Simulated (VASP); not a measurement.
# WS₂, self-consistent run: which settings are enough?

WS₂, R3m (no. 160), 3 atoms in the cell. PBE; PAW potentials W_sv, S (PBE set). VASP 6.6.1. The cell is changed on purpose: last atom moved by 0.08 Å along z, cell strained by -1.0% along z.

Wanted: energy within 0.5 meV/atom; forces within 0.003 eV/Å.

What the run is for: forces; Accuracy asked: tight.

POSCAR:
```
WS2
1.0
    1.5790000000      0.9116360751      6.1017000000
   -1.5790000000      0.9116360751      6.1017000000
    0.0000000000     -1.8232721501      6.1017000000
W S
1 2
Direct
    0.0000000000      0.0000000000      0.0000000000
    0.5810000000      0.5810000000      0.5810000000
    0.7546266600      0.7546266600      0.7546266600
```

The series start from Plane-wave cutoff (eV): 340; k-point mesh: 8 × 8 × 8; Precision mode (PREC): Accurate; Electronic threshold (eV): 1e-6; Bands in all (NBANDS): 24; Aspherical gradient terms in the spheres (LASPH): yes; Electronic algorithm: ALGO=Normal; Delay and inner steps: defaults; Use of symmetry (ISYM): defaults. Each series keeps the choices made before it, and each single choice may use up half of a tolerance.

## Plane-wave cutoff (eV)

| Plane-wave cutoff (eV) | Energy less reference (meV/atom) | Forces, largest deviation (eV/Å) | SCF iterations | Time (s) |
|---|---|---|---|---|
| 210 | 29.44 | 0.0111 | 14 | 29 |
| 260 | 9.44 | 0.0249 | 14 | 47 |
| 300 | 3.89 | 0.0094 | 14 | 47 |
| 340 | 1.68 | 0.0047 | 14 | 60 |
| 390 | 0.69 | 0.0023 | 14 | 76 |
| 460 | 0.49 | 0.0019 | 14 | 115 |
| 550 | 0.25 | 0.0012 | 14 | 142 |
| 690 (reference) | 0.00 | 0.0000 | 14 | 188 |

Chosen: 550, the loosest value from which every tighter one stays within half of the tolerance.

## k-point mesh

| k-point mesh | Energy less reference (meV/atom) | Forces, largest deviation (eV/Å) | SCF iterations | Time (s) |
|---|---|---|---|---|
| 3 × 3 × 3 | 26.05 | 0.2444 | 14 | 18 |
| 4 × 4 × 4 | -16.29 | 0.0751 | 14 | 32 |
| 5 × 5 × 5 | -0.11 | 0.0044 | 14 | 45 |
| 7 × 7 × 7 | -0.35 | 0.0017 | 14 | 100 |
| 8 × 8 × 8 | 0.02 | 0.0005 | 14 | 142 |
| 10 × 10 × 10 | -0.02 | 0.0003 | 14 | 263 |
| 13 × 13 × 13 | 0.00 | 0.0000 | 14 | 496 |
| 16 × 16 × 16 (reference) | 0.00 | 0.0000 | 14 | 989 |

Chosen: 8 × 8 × 8.

## Precision mode (PREC)

| Precision mode (PREC) | Energy less reference (meV/atom) | Forces, largest deviation (eV/Å) | SCF iterations | Time (s) |
|---|---|---|---|---|
| Low | -0.02 | 0.0012 | 14 | 65 |
| SingleN | -0.02 | 0.0012 | 14 | 80 |
| Normal | 0.00 | 0.0000 | 14 | 81 |
| Accurate (reference) | 0.00 | 0.0000 | 14 | 142 |

Chosen: Low.

## Electronic threshold (eV)

| Electronic threshold (eV) | Energy less reference (meV/atom) | Forces, largest deviation (eV/Å) | SCF iterations | Time (s) |
|---|---|---|---|---|
| 0.001 | 0.01 | 0.0106 | 10 | 55 |
| 0.0001 | 0.01 | 0.0061 | 11 | 61 |
| 1e-5 | 0.00 | 0.0008 | 13 | 65 |
| 1e-6 | 0.00 | 0.0002 | 14 | 65 |
| 1e-7 | 0.00 | 0.0000 | 16 | 71 |
| 1e-8 (reference) | 0.00 | 0.0000 | 18 | 80 |

Chosen: 1e-5.

## Bands in all (NBANDS)

| Bands in all (NBANDS) | Energy less reference (meV/atom) | Forces, largest deviation (eV/Å) | SCF iterations | Time (s) |
|---|---|---|---|---|
| 14 | -0.01 | 0.0005 | 13 | 40 |
| 15 | -0.01 | 0.0008 | 13 | 41 |
| 17 | -0.01 | 0.0007 | 12 | 44 |
| 19 | -0.01 | 0.0008 | 12 | 46 |
| 24 | -0.01 | 0.0004 | 13 | 65 |
| 35 (reference) | 0.00 | 0.0000 | 11 | 76 |

Chosen: 14.

## Aspherical gradient terms in the spheres (LASPH)

| Aspherical gradient terms in the spheres (LASPH) | Energy less reference (meV/atom) | Forces, largest deviation (eV/Å) | SCF iterations | Time (s) |
|---|---|---|---|---|
| no | 2.21 | 0.0020 | 13 | 37 |
| yes (reference) | 0.00 | 0.0000 | 13 | 40 |

Chosen: yes; the one before it in the list is off by more than half of the tolerance.

## Electronic algorithm

| Electronic algorithm | Energy less reference (meV/atom) | Forces, largest deviation (eV/Å) | SCF iterations | Time (s) |
|---|---|---|---|---|
| ALGO=Normal | 0.00 | 0.0000 | 13 | 40 |
| ALGO=Fast | 0.00 | 0.0024 | 15 | 48 |
| ALGO=VeryFast | 33.03 | 0.0824 | 81 | 178 |
| ALGO=All ISEARCH=1 | 0.00 | 0.0009 | 23 | 58 |
| ALGO=All ISEARCH=0 | 0.00 | 0.0009 | 23 | 63 |
| ALGO=Damped TIME=0.4 | 0.00 | 0.0009 | 37 | 74 |
| ALGO=Damped TIME=0.1 | 0.00 | 0.0006 | 60 | 116 |

Chosen: ALGO=Normal; no other choice that stays within half of the tolerance saves 30 % of the time.

## Delay and inner steps

| Delay and inner steps | Energy less reference (meV/atom) | Forces, largest deviation (eV/Å) | SCF iterations | Time (s) |
|---|---|---|---|---|
| defaults | 0.00 | 0.0000 | 13 | 40 |
| NELMDL=-2 | 0.00 | 0.0003 | 10 | 32 |
| NELMDL=-8 | 0.00 | 0.0001 | 16 | 49 |
| NELMDL=-12 | 0.00 | 0.0001 | 20 | 63 |
| NRMM=2 | 0.00 | 0.0009 | 14 | 45 |
| NRMM=6 | 0.00 | 0.0009 | 13 | 49 |
| WEIMIN=0.001 | 0.00 | 0.0000 | 13 | 51 |

Chosen: NELMDL=-2; it saves 8.2 s of 40, so defaults would do nearly as well.

## Use of symmetry (ISYM)

| Use of symmetry (ISYM) | Energy less reference (meV/atom) | Forces, largest deviation (eV/Å) | SCF iterations | Time (s) |
|---|---|---|---|---|
| defaults | 0.00 | 0.0000 | 10 | 32 |
| ISYM=1 | 0.00 | 0.0000 | 10 | 40 |
| ISYM=0 | 0.00 | 0.0003 | 10 | 143 |
| ISYM=-1 | 0.00 | 0.0001 | 10 | 255 |

Chosen: defaults.

## All choices together

| Input | Energy less reference (meV/atom) | Forces, largest deviation (eV/Å) | Time (s) |
|---|---|---|---|
| the program's defaults (naive) | 12.10 | 0.0181 | 4.9 |
| chosen settings | 0.25 | 0.0021 | 32 |
| reference settings throughout | 0.00 | 0.0000 | 2089 |

The tolerance is met.

Values of the reference run: Forces: 0, 0, 0.6769, 0, 0, -0.02424, 0, 0, -0.6527 eV/Å.

## The input

INCAR:
```
SYSTEM = WS2
  ALGO = Normal
  EDIFF = 1E-5
  EFERMI = MIDGAP
  ENCUT = 550
  GGA = PE
  GGA_COMPAT = .FALSE.
  ISIF = 2
  ISMEAR = 0
  LASPH = .TRUE.
  LCHARG = .FALSE.
  LREAL = .FALSE.
  LWAVE = .FALSE.
  NBANDS = 14
  NELM = 120
  NELMDL = -2
  PREC = Low
  SIGMA = 0.03
```

KPOINTS:
```
Automatic mesh
0
Gamma
  8 8 8
  0 0 0
```

Commands:
```
cat potpaw_PBE.64/W_sv/POTCAR potpaw_PBE.64/S/POTCAR > POTCAR
mpirun -np 1 vasp_std > vasp.out
```

The chosen input took VASP 6.6.1 32 s on 1 core (AMD EPYC 9R45 (Zen 5)), a shared host.

## An input that fails: cutoff far too low

It runs to its end, but against the unchanged starting input it is off by 174.49 meV/atom in the energy, 1.7987 eV/Å in the forces.

Changes against the starting input:
```
- NELM = 120
- ENCUT = 340
+ NELM = 78
+ ENCUT = 120
```
